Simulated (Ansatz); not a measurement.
# ZrS2: a S atom hops into a vacancy

Aim: the barrier for S6 to jump 3.58 Å into the empty S site beside it, in a 2×2×2 supercell of ZrS2 with one S atom removed. The band relaxes its own ends first.

All numbers below are computed with Ansatz 0.2.0 (DFT PBEsol, plane waves, PAW, scalar-relativistic, no spin polarisation).

## 1. Starting point

The cell holds 23 atoms (S15Zr8): a = 7.187 Å, b = 7.187 Å, c = 11.582 Å, α = 90.00°, β = 90.00°, γ = 120.00°.

The empty site lies at (-0.01, 4.14, 10.14) Å, and S6 starts at (1.77, 1.04, 10.12) Å. All atoms were shaken by about 0.02 Å to break the symmetry.

Its coordinates follow in the input file.

## 2. Nudged elastic band

crystal.atoms is the first end and neb.final_atoms the second, which differs in S6 alone.

File input.yaml:

```yaml
crystal:
  lattice:
    - [7.18653195, 0.0, 0.0]
    - [-3.59326597, 6.22371923, 0.0]
    - [0.0, 0.0, 11.58160516]
  atoms:
    - { symbol: Zr, position: [0.00700373, 0.00627524, -0.0007679] }
    - { symbol: S, position: [0.1691699, 0.33952975, 0.12495675] }
    - { symbol: S, position: [0.33393167, 0.16639053, 0.37379008] }
    - { symbol: Zr, position: [0.00046122, 0.00092189, 0.50082941] }
    - { symbol: S, position: [0.17206028, 0.33442286, 0.62324163] }
    - { symbol: S, position: [0.32971108, 0.1670551, 0.87422768] }
    - { symbol: Zr, position: [0.00781119, 0.50345083, 0.00253263] }
    - { symbol: S, position: [0.1671032, 0.83159267, 0.12284176] }
    - { symbol: S, position: [0.33467142, 0.66485715, 0.37983053] }
    - { symbol: Zr, position: [-0.00501793, 0.50186012, 0.50243413] }
    - { symbol: S, position: [0.16570855, 0.83537851, 0.6250191] }
    - { symbol: Zr, position: [0.50365695, 0.00330009, 0.00233061] }
    - { symbol: S, position: [0.66850176, 0.33792632, 0.12324623] }
    - { symbol: S, position: [0.83310102, 0.16899883, 0.37573497] }
    - { symbol: Zr, position: [0.49592726, -0.00384262, 0.49882177] }
    - { symbol: S, position: [0.66972335, 0.33912213, 0.62340252] }
    - { symbol: S, position: [0.83397529, 0.16736722, 0.87514024] }
    - { symbol: Zr, position: [0.50510979, 0.50713288, 0.00176139] }
    - { symbol: S, position: [0.6662485, 0.83178645, 0.12442584] }
    - { symbol: S, position: [0.83132835, 0.66522698, 0.37697053] }
    - { symbol: Zr, position: [0.49809118, 0.50141383, 0.50074215] }
    - { symbol: S, position: [0.66612424, 0.83261539, 0.62315491] }
    - { symbol: S, position: [0.832024, 0.66388262, 0.87612873] }
kpoints:
  mp_grid: { grid: [2, 2, 2] }
magnetization:
  spin_polarized: false
scf:
  occupations: { method: fermi_dirac, width: 0.05 }
hamiltonian:
  pseudopotentials: { kind: paw }
  xc: pbesol
basis:
  ecutwfc: 420
neb:
  images: 5
  relax_end_points: true
  climbing: true
  f_tol: 0.1
  max_iterations: 40
  order_check: false
  final_atoms:
    - { symbol: Zr, position: [0.00700373, 0.00627524, -0.0007679] }
    - { symbol: S, position: [0.1691699, 0.33952975, 0.12495675] }
    - { symbol: S, position: [0.33393167, 0.16639053, 0.37379008] }
    - { symbol: Zr, position: [0.00046122, 0.00092189, 0.50082941] }
    - { symbol: S, position: [0.17206028, 0.33442286, 0.62324163] }
    - { symbol: S, position: [0.33098048, 0.66520361, 0.8754201] }
    - { symbol: Zr, position: [0.00781119, 0.50345083, 0.00253263] }
    - { symbol: S, position: [0.1671032, 0.83159267, 0.12284176] }
    - { symbol: S, position: [0.33467142, 0.66485715, 0.37983053] }
    - { symbol: Zr, position: [-0.00501793, 0.50186012, 0.50243413] }
    - { symbol: S, position: [0.16570855, 0.83537851, 0.6250191] }
    - { symbol: Zr, position: [0.50365695, 0.00330009, 0.00233061] }
    - { symbol: S, position: [0.66850176, 0.33792632, 0.12324623] }
    - { symbol: S, position: [0.83310102, 0.16899883, 0.37573497] }
    - { symbol: Zr, position: [0.49592726, -0.00384262, 0.49882177] }
    - { symbol: S, position: [0.66972335, 0.33912213, 0.62340252] }
    - { symbol: S, position: [0.83397529, 0.16736722, 0.87514024] }
    - { symbol: Zr, position: [0.50510979, 0.50713288, 0.00176139] }
    - { symbol: S, position: [0.6662485, 0.83178645, 0.12442584] }
    - { symbol: S, position: [0.83132835, 0.66522698, 0.37697053] }
    - { symbol: Zr, position: [0.49809118, 0.50141383, 0.50074215] }
    - { symbol: S, position: [0.66612424, 0.83261539, 0.62315491] }
    - { symbol: S, position: [0.832024, 0.66388262, 0.87612873] }
```

The run is started by

```bash
$ ansatz run input.yaml --threads 4 --pin off --max-ram 8192MiB --backend cpu --events-out ev --progress --plain --runs-dir out
```

Standard output, shortened:

```text
Warning: neb: disabling space-group detection — the band's intermediate images generally break the endpoint symmetry, so no spatial operation reduces the k-mesh or symmetrises the density, except that a semilocal band can use its path's symmetry ahead of convergence; time reversal is [...]
Warning: RAYON_NUM_THREADS=4 ignored (pool sized by the plan → 4); use --threads N
[...]
Pseudopotentials: kind: paw
Pseudopotential: Zr, paw, valence charge 12, recommended cutoff 420 eV (normal), Zr.paw.azcp
Pseudopotential: S, paw, valence charge 6, recommended cutoff 420 eV (normal), S.paw.azcp
Functional definition: PBEsol
[...]
parallel-image band execution: 4 concurrent image workers
NEB image 0
Crystal: 23 atoms, lattice volume = 518.010 Å³
Basis set: ecut = 420 eV, 10095 PW (Γ), exchange–correlation on 100×100×160 points (8 copies of the dense FFT grid, shifted against one another)
Bands: 116, of which v1, the nominal top of the filled ones, is band 93 counted from 1 (92 counted from 0)
Symmetry: 1 space group operations
k-points: 8
[...]
SCF iter   1: F=—  HF=-46336.275171 eV  |F-HF|=—  |Δ(HF+E_count)|=         —  Δρ=6.02e-3  dr2=5.89e-1  ethr=1.77e-3  ⟨swp⟩=5.9  Hψ=3613  notcnv=0  defer=28
[...]
NSCF: frozen V_eff on 8 k-points
NEB image 6
[...]
NSCF: frozen V_eff on 8 k-points
NEB end point (image 0): max|allowed force component| = 8.816e-1 eV/Å (the criterion of neb.relax_end_points is 2.000e-2)
NEB end point (image 6): max|allowed force component| = 8.423e-1 eV/Å (the criterion of neb.relax_end_points is 2.000e-2)
NEB image 0, for its relaxation
[...]
NEB image 0, for its relaxation
[...]
NEB image 0, for its relaxation
[...]
NEB image 0, for its relaxation
SCF iter   1: F=—  HF=-46336.451771 eV  |F-HF|=—  |Δ(HF+E_count)|=         —  Δρ=2.42e-3  dr2=3.29e-2  ethr=3.80e-4  ⟨swp⟩=5.0  Hψ=2440  notcnv=0  defer=76
[...]
```

## 3. The log goes on

Output, continued, shortened:

```text
SCF iter   2: F=—  HF=-46336.450306 eV  |F-HF|=—  |Δ(HF+E_count)|=   1.47e-3  Δρ=1.21e-3  dr2=1.69e-2  ethr=1.77e-5  ⟨swp⟩=2.0  Hψ=1827  notcnv=0  defer=74
[...]
NEB image 0, for its relaxation
[...]
NEB image 0
[...]
NSCF: frozen V_eff on 8 k-points
NEB end point (image 0): relaxed in 46 SCF iterations, 0.282164 eV lower, largest move of an atom 0.142 Å; not tested for a saddle point
NEB image 6, for its relaxation
[...]
NEB image 6, for its relaxation
[...]
NEB image 6, for its relaxation
[...]
NEB image 6, for its relaxation
[...]
NEB image 6, for its relaxation
[...]
NEB image 6
[...]
NSCF: frozen V_eff on 8 k-points
NEB end point (image 6): relaxed in 46 SCF iterations, 0.300441 eV lower, largest move of an atom 0.146 Å; not tested for a saddle point
NEB image 1
[...]
SCF iter  12: F=-46335.511970 eV  HF=-46335.511970 eV  |F-HF|=2.43e-8  |Δ(HF+E_count)|=   2.91e-8  Δρ=2.06e-6  dr2=4.75e-8  ethr=5.38e-11  ⟨swp⟩=4.0  Hψ=2822  notcnv=0
[...]
NEB image 2
```

## 4. The output, continued

The log, continued, shortened:

```text
SCF iter   1: F=—  HF=-46333.141558 eV  |F-HF|=—  |Δ(HF+E_count)|=         —  Δρ=7.02e-3  dr2=1.08e0  ethr=1.77e-3  ⟨swp⟩=6.2  Hψ=3705  notcnv=0  defer=14
[...]
NEB image 3
[...]
NEB image 4
[...]
NEB image 5
[...]
SCF iter  12: F=-46335.510975 eV  HF=-46335.510975 eV  |F-HF|=1.81e-8  |Δ(HF+E_count)|=   2.53e-8  Δρ=1.98e-6  dr2=3.95e-8  ethr=5.38e-11  ⟨swp⟩=4.0  Hψ=2830  notcnv=0
[...]
NEB iter   1: max|band force component| = 1.522e1 eV/Å  barrier→ = 5.1441 eV  barrier← = 5.1441 eV  Δτ_max = 0.2000 Å  (84 SCF iters)
[...]
NEB iter   5: max|band force component| = 6.795e-1 eV/Å  barrier→ = 0.7685 eV  barrier← = 0.7685 eV  Δτ_max = 0.1087 Å  (43 SCF iters)
[...]
NEB iter   9: max|band force component| = 7.147e-1 eV/Å  barrier→ = 0.8451 eV  barrier← = 0.8451 eV  CI = image 3  Δτ_max = 0.1006 Å  (47 SCF iters)
[...]
    - { symbol: S, position: [0.7021938051669749, 0.36380210880215413, 0.1416874106325153] }
    - { symbol: S, position: [0.828269485429361, 0.15330233160597126, 0.37331792693497623] }
    - { symbol: Zr, position: [0.4973857506962996, -0.011809812890482973, 0.500690297376047] }
    - { symbol: S, position: [0.6620547790097452, 0.3221216591569071, 0.625752400856601] }
    - { symbol: S, position: [0.7783803062588037, 0.15703424307622452, 0.872144609363016] }
    - { symbol: Zr, position: [0.5173912809828412, 0.5215912051731365, 0.018936707125027548] }
    - { symbol: S, position: [0.7082858861847461, 0.8604254668130884, 0.131660607771182] }
    - { symbol: S, position: [0.8308900761238367, 0.6538067945466486, 0.37094768691022467] }
    - { symbol: Zr, position: [0.49635948726213464, 0.487680844281909, 0.49655379054551835] }
    - { symbol: S, position: [0.662237805563832, 0.817210369683287, 0.6257123948779232] }
    - { symbol: S, position: [0.8351398639442886, 0.6807952938815531, 0.8748584060592092] }
```

Wall time 24 min (4 threads of Arm Neoverse V1, shared host); peak memory 3.2 GiB.

## 5. What the band shows

Images 0 and 6 are the ends. Energies count from image 0; the path length is the program's own measure over all atoms.

```
image  path (Å)  energy (eV)     S6 x y z (Å)  band force (eV/Å)
    0     0.000       0.0000  1.82 1.06 10.11                  -
    1     1.251       0.5446  1.43 1.27 10.01              0.029
    2     2.502       0.6781  0.58 1.89 10.00              0.037
    3     3.753       0.6042  0.38 2.22 10.02              0.024
   4*     5.005       0.7285   0.26 3.07 9.97              0.011
    5     5.749       0.4304  0.18 3.71 10.03              0.008
    6     6.494       0.0000  0.03 4.17 10.12                  -
```

The star marks the climbing image.

image, energy (eV) and a bar:
```
        0      0.000 
        1      0.545 ######################
        2      0.678 ############################
        3      0.604 #########################
        4      0.728 ##############################
        5      0.430 ##################
        6      0.000
```

The top of the band by iteration:

```
iteration  highest image above image 0 (eV)  largest band force (eV/Å)
        1                            5.1441                     15.221
        3                            1.2213                      1.648
        5                            0.7685                      0.679
        7                            0.7494                      0.427
        9                            0.8451                      0.715
       11                            0.7723                      1.674
       13                            0.6932                      1.067
       15                            0.7313                      0.157
       17                            0.7285                      0.130
       18                            0.7285                      0.037
```

The band as a trajectory file:

```xyz
23
Lattice="7.187 0.000 0.000 -3.593 6.224 0.000 0.000 0.000 11.582" Properties=species:S:1:pos:R:3 pbc="T T T" image=0 dE=0.0000
Zr   -0.008    0.001   -0.037
S    -0.009    2.089    1.427
S     1.803    1.052    4.314
Zr    0.009    0.017    5.797
S     0.010    2.094    7.257
S     1.818    1.055   10.111
Zr   -1.876    3.071    0.063
S    -1.794    5.180    1.428
S     0.010    4.165    4.317
Zr   -1.788    3.128    5.784
S    -1.784    5.202    7.257
Zr    3.585    0.083    0.067
S     3.586    2.076    1.547
S     5.403    1.052    4.315
Zr    3.602    0.016    5.783
S     3.603    2.091    7.250
S     5.351    1.054   10.110
Zr    1.859    3.072    0.066
S     1.777    5.181    1.428
S     3.603    4.169    4.315
Zr    1.805    3.128    5.783
S     1.804    5.202    7.256
S     3.584    4.116   10.110
23
Lattice="7.187 0.000 0.000 -3.593 6.224 0.000 0.000 0.000 11.582" Properties=species:S:1:pos:R:3 pbc="T T T" image=1 dE=0.5446
Zr    0.091   -0.175   -0.106
S    -0.009    1.864    1.453
S     1.760    1.254    4.308
Zr   -0.033    0.230    5.789
S    -0.031    2.310    7.242
S     1.429    1.274   10.010
Zr   -1.760    2.826   -0.114
S    -1.776    4.915    1.318
S    -0.044    4.382    4.306
Zr   -1.836    3.342    5.781
S    -1.834    5.411    7.259
Zr    3.760   -0.164    0.306
S     3.759    1.952    1.557
S     5.354    1.260    4.319
Zr    3.561    0.221    5.787
S     3.548    2.307    7.239
S     5.208    0.669   10.104
Zr    1.902    2.878    0.197
S     1.922    5.039    1.579
S     3.568    4.383    4.302
Zr    1.763    3.334    5.754
S     1.764    5.401    7.238
S     3.592    3.901   10.122
23
Lattice="7.187 0.000 0.000 -3.593 6.224 0.000 0.000 0.000 11.582" Properties=species:S:1:pos:R:3 pbc="T T T" image=2 dE=0.6781
Zr    0.104   -0.180   -0.182
S     0.048    1.764    1.536
S     1.750    1.297    4.299
Zr   -0.044    0.285    5.778
S    -0.053    2.374    7.174
S     0.583    1.888   10.000
Zr   -1.559    2.711   -0.230
S    -1.732    4.834    1.127
S    -0.066    4.449    4.280
Zr   -1.854    3.399    5.759
S    -1.857    5.462    7.268
Zr    3.916   -0.181    0.603
S     3.872    1.999    1.611
S     5.333    1.305    4.324
Zr    3.552    0.276    5.790
S     3.523    2.370    7.221
S     5.034    0.452   10.174
Zr    1.971    2.835    0.214
S     2.150    4.920    1.634
S     3.556    4.441    4.287
Zr    1.751    3.388    5.722
S     1.748    5.441    7.226
S     3.635    3.802   10.138
23
Lattice="7.187 0.000 0.000 -3.593 6.224 0.000 0.000 0.000 11.582" Properties=species:S:1:pos:R:3 pbc="T T T" image=3 dE=0.6042
Zr   -0.020    0.089   -0.177
S    -0.042    2.012    1.558
S     1.840    1.089    4.266
Zr    0.039    0.078    5.744
S     0.041    2.162    7.130
S     0.379    2.218   10.019
Zr   -1.687    2.978   -0.184
S    -1.843    5.112    1.138
S     0.017    4.250    4.260
Zr   -1.763    3.196    5.737
S    -1.775    5.256    7.242
Zr    3.824    0.091    0.702
S     3.747    2.284    1.659
S     5.410    1.103    4.297
Zr    3.634    0.081    5.775
S     3.607    2.173    7.203
S     4.871    0.694   10.229
Zr    1.862    3.103    0.207
S     2.084    5.151    1.661
S     3.642    4.238    4.252
Zr    1.835    3.192    5.689
S     1.837    5.235    7.207
S     3.525    4.064   10.143
23
Lattice="7.187 0.000 0.000 -3.593 6.224 0.000 0.000 0.000 11.582" Properties=species:S:1:pos:R:3 pbc="T T T" image=4 dE=0.7285
Zr   -0.018    0.238   -0.196
S    -0.009    2.118    1.521
S     1.827    0.941    4.306
Zr    0.025   -0.091    5.770
S     0.024    1.981    7.207
S     0.259    3.071    9.974
Zr   -1.713    3.203   -0.114
S    -1.862    5.298    1.243
S     0.010    4.078    4.311
Zr   -1.772    3.032    5.786
S    -1.781    5.101    7.266
Zr    3.735    0.238    0.403
S     3.739    2.264    1.641
S     5.402    0.954    4.324
Zr    3.617   -0.074    5.799
S     3.600    2.005    7.247
S     5.030    0.977   10.101
Zr    1.844    3.246    0.219
S     1.998    5.355    1.525
S     3.622    4.069    4.296
Zr    1.815    3.035    5.751
S     1.823    5.086    7.247
S     3.555    4.237   10.132
23
Lattice="7.187 0.000 0.000 -3.593 6.224 0.000 0.000 0.000 11.582" Properties=species:S:1:pos:R:3 pbc="T T T" image=5 dE=0.4304
Zr   -0.058    0.095   -0.109
S    -0.012    2.093    1.456
S     1.812    0.972    4.311
Zr    0.013   -0.060    5.780
S     0.015    2.018    7.238
S     0.178    3.714   10.034
Zr   -1.740    3.208   -0.088
S    -1.849    5.273    1.330
S     0.001    4.100    4.312
Zr   -1.784    3.057    5.790
S    -1.791    5.129    7.264
Zr    3.696    0.131    0.247
S     3.696    2.152    1.568
S     5.394    0.981    4.321
Zr    3.604   -0.051    5.798
S     3.594    2.028    7.249
S     5.178    1.008   10.084
Zr    1.820    3.239    0.200
S     1.924    5.324    1.540
S     3.611    4.097    4.303
Zr    1.804    3.059    5.761
S     1.811    5.118    7.248
S     3.552    4.195   10.123
23
Lattice="7.187 0.000 0.000 -3.593 6.224 0.000 0.000 0.000 11.582" Properties=species:S:1:pos:R:3 pbc="T T T" image=6 dE=0.0000
Zr   -0.072   -0.033    0.069
S     0.011    2.075    1.433
S     1.799    1.047    4.312
Zr    0.004    0.010    5.780
S     0.008    2.082    7.254
S     0.028    4.173   10.116
Zr   -1.797    3.120   -0.030
S    -1.798    5.208    1.433
S     0.000    4.156    4.311
Zr   -1.794    3.121    5.796
S    -1.792    5.201    7.253
Zr    3.664   -0.034    0.071
S     3.580    2.075    1.433
S     5.395    1.051    4.311
Zr    3.598    0.008    5.778
S     3.595    2.082    7.253
S     5.389    1.012   10.116
Zr    1.796    3.202    0.071
S     1.797    5.195    1.551
S     3.602    4.156    4.312
Zr    1.800    3.122    5.779
S     1.800    5.196    7.245
S     3.563    4.173   10.115
```

## 6. Outcome

| quantity | value |
| --- | --- |
| relaxation of the ends | 0.282 eV lower, moves up to 0.14 Å; 0.300 eV lower, moves up to 0.15 Å |
| barrier forwards | 0.73 eV |
| barrier backwards | 0.73 eV |
| second end relative to first | 0.000 eV |
| highest image | 4 of 0 to 6, climbing |
| band iterations | 18 |

What this shows: The barrier from the first end is 0.73 eV, 28 times kT at 300 K, which at an assumed attempt frequency of 10^13 s⁻¹ means a rate near 10^1 s⁻¹. Both ends agree in energy to 1 meV. The input switches the test of curvatures off, so the top was not shown to be a first-order saddle. In 23 atoms the vacancy feels its images, and neither cell size nor mesh was tested. The k-mesh is coarse for this cell.
